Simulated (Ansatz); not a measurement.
Sb:

```
CELL_PARAMETERS angstrom
3.12240 0.00000 0.00000
0.00000 4.34752 0.00000
-0.03891 0.00000 4.40585
ATOMIC_POSITIONS crystal
Sb 0.01139 0.25000 0.24117
Sb 0.98861 0.75000 0.75883
```

This isn't the form of Sb at room conditions, which is rhombohedral.

Below is the output of Ansatz 0.2.0 for this cell. Logs are shortened: lines on timing, memory, paths and dates and some standing lists are left out, and cuts for length are marked.

```text
Warning: RAYON_NUM_THREADS=2 ignored (pool sized by the plan → 2); use --threads N
Engine: ansatz 0.2.0, x86_64-unknown-linux-gnu
Pseudopotentials: kind: paw
Pseudopotential: Sb, paw, valence charge 15, recommended cutoff 420 eV (normal), Sb.paw.azcp
Functional definition: PBE
  parameter kappa = 0.804
  parameter beta = 0.06672455060314922
  exchange = pbe_x(kappa = kappa, mu = beta*pi^2/3)
  correlation = pbe_c(beta = beta)
Crystal: 2 atoms, lattice volume = 59.808 Å³
Basis set: ecut = 420 eV, 1169 PW (Γ), exchange–correlation on 48×60×60 points (8 copies of the dense FFT grid, shifted against one another)
Bands: 19, of which v1, the nominal top of the filled ones, is band 15 counted from 1 (14 counted from 0)
Symmetry: 4 space group operations
Space group: P21/m (ITA 11), of the structure as read, at distance tolerance 3.9e-5 Å
k-points: 112 of 324
Non-local potential: Sb, projectors of the file, l = 0: 2, l = 1: 2, l = 2: 2, l = 3: 2
PAW form: soft (Blöchl's): semilocal exchange-correlation on the pseudo side does not see the compensation charge
PAW one-centre angular grid: Sb, 590 points (default); XC on 64 Gauss nodes
Initial density: superposition of atomic densities (neutral atoms: chi_scale 0, normalization atom), corrected by the library's trained network
Initial wavefunctions: pseudopotential atomic-orbital guess
Functional: x = pbe(κ = 0.804, μ = 0.2195149727645171), c = pbe(β = 0.06672455060314922)
SCF iter   1: F=—  HF=-12968.867410 eV  |F-HF|=—  |Δ(HF+E_count)|=         —  Δρ=8.50e-4  dr2=2.68e-4  ethr=1.77e-3  ⟨swp⟩=6.5  Hψ=11175  notcnv=0
preconditioner: auto → Kerker (q_TF=auto, 2.432 Å⁻¹)  [metal: Δε(μ)=0.031 eV  Ē_g=8.684 eV  σ=0.050 eV  W_gap=0.16  n_scr=10 (ndim 8)  ℏωp=15.2 eV  f_vac=0.002  D(μ)=1.64/eV (n_scr^D=10)]
SCF iter   2: F=—  HF=-12968.866360 eV  |F-HF|=—  |Δ(HF+E_count)|=   1.05e-3  Δρ=4.65e-4  dr2=1.49e-4  ethr=8.92e-7  ⟨swp⟩=2.6  Hψ=4878  notcnv=0
SCF iter   3: F=—  HF=-12968.866358 eV  |F-HF|=—  |Δ(HF+E_count)|=   1.89e-6  Δρ=2.90e-4  dr2=6.62e-5  ethr=4.98e-7  ⟨swp⟩=2.0  Hψ=3794  notcnv=0
SCF iter   4: F=—  HF=-12968.866380 eV  |F-HF|=—  |Δ(HF+E_count)|=   2.17e-5  Δρ=1.19e-4  dr2=5.11e-6  ethr=2.21e-7  ⟨swp⟩=2.0  Hψ=3799  notcnv=0
SCF iter   5: F=—  HF=-12968.866377 eV  |F-HF|=—  |Δ(HF+E_count)|=   3.23e-6  Δρ=4.12e-5  dr2=6.30e-7  ethr=1.70e-8  ⟨swp⟩=2.0  Hψ=3732  notcnv=0
SCF iter   6: F=-12968.866377 eV  HF=-12968.866377 eV  |F-HF|=8.56e-9  |Δ(HF+E_count)|=   1.33e-7  Δρ=5.30e-6  dr2=1.73e-8  ethr=3.33e-10  ⟨swp⟩=3.7  Hψ=9335  notcnv=0
SCF 1 converged in 6 iterations: F = -12968.866377 eV  dr2 = 1.73e-8
  greatest PAW one-centre occupation: 0.996 electrons in one spin orbital (limit 2), on the Sb atom at site 1 (counted from 0), in its partial waves of l = 2
SCF converged after 6 iterations
Free energy (F): -12968.866377 eV
Harris-Foulkes:  -12968.866377 eV  (|F-HF|=8.56e-9)
Internal energy: -12968.853313 eV  (E = F + TS)
E sigma→0 (E₀):  -12968.859845 eV
Entropy (-TS):   -0.013064 eV (-6.532 meV/atom)
Fermi energy:    10.065805 eV
--- Per-component energies (eV) ---
  E_band       = -335.057621
  E_kinetic    = 413.153355
  E_local      = -3145.126037  (includes V_loc(G=0)·N_el)
  E_nonlocal   = 724.096697
  E_hartree    = 1426.639213
  E_xc         = -276.666992
  E_vxc        = -192.210111  (∫ρ·V_xc dr)
  E_paw        = -9150.364393  (= ΣΔE_a)
  E_vpaw       = -988.245488  (= ΣTr[D̂ρ^β])
  E_aug_tail   = -0.000003  (compensation charges beyond the density's cutoff)
  E_ewald      = -2960.585153
  E_smearing   = -0.013064  (= −TS)
  E_closure    = 0.000000  (closes the sum)
  Σ components = -12968.866377   (vs F -12968.866377, Δ=0.00e0)
--- Forces (eV/Å), atoms counted from 1 ---
  atom   1  Sb    -0.02769989     0.00000000     0.04725848
  atom   2  Sb     0.02769989     0.00000000    -0.04725848
  max |Σ_I F_I| component: 6.94e-18 eV/Å
--- Stress (GPa, compression-positive) ---
        0.715172       0.000000       0.077418
        0.000000       0.161673       0.000000
        0.077418       0.000000       0.428219
  P = ⅓ Tr σ = 0.4350 GPa (4.350 kbar)
--- Band table (eV; the first three rows and the last of 112) ---
  k-point 0: bands = ["-19.2666", "-19.2570", "-19.1884", "-19.1705", "-19.1294", "-19.1279", "-19.0877", "-19.0866", "-19.0852", "-19.0123", "-2.4429", "2.6277", "6.3675", "6.4993", "12.0797", "13.0332", "13.2591", "13.3925", "16.7421"]
  k-point 1: bands = ["-19.2512", "-19.2508", "-19.1812", "-19.1759", "-19.1268", "-19.1253", "-19.0915", "-19.0902", "-19.0893", "-19.0293", "-2.2438", "1.9208", "6.7451", "6.8975", "12.0873", "12.2013", "13.0477", "13.2298", "16.6053"]
  k-point 2: bands = ["-19.2358", "-19.2080", "-19.1904", "-19.1622", "-19.1197", "-19.1184", "-19.1078", "-19.0979", "-19.0966", "-19.0742", "-1.6571", "0.6009", "7.4676", "7.9115", "10.2850", "10.6294", "13.7933", "15.1151", "15.7558"]
  k-point 111: bands = ["-19.1698", "-19.1698", "-19.1544", "-19.1544", "-19.1367", "-19.1367", "-19.1284", "-19.1284", "-19.0491", "-19.0491", "1.7391", "1.7391", "6.3828", "6.3828", "8.5822", "8.5822", "13.3835", "13.3835", "14.2059"]
```

**Question.** Write the input and the command behind it.

**Answer.** Single point with PBE, no spin polarisation. The files as run (others can give the same):

input.yaml
```yaml
crystal:
  lattice:
    - [3.122402, 0.0, 0.0]
    - [0.0, 4.347518, 0.0]
    - [-0.038915, 0.0, 4.405852]
  atoms:
    - { symbol: Sb, position: [0.011389, 0.25, 0.241166] }
    - { symbol: Sb, position: [0.988611, 0.75, 0.758834] }
hamiltonian:
  xc: pbe
  pseudopotentials: { kind: paw }
kpoints:
  mp_grid: { grid: [9, 6, 6] }
scf:
  occupations: { method: fermi_dirac, width: 0.05 }
output:
  forces: true
  stress: true
  eigenvalues: true
```

Potentials or basis: Ansatz PAW.
The run is started by
```bash
$ ansatz run input.yaml --threads 2 --pin off --max-ram 5120MiB --backend cpu --events-out ev --progress --plain --runs-dir out
```
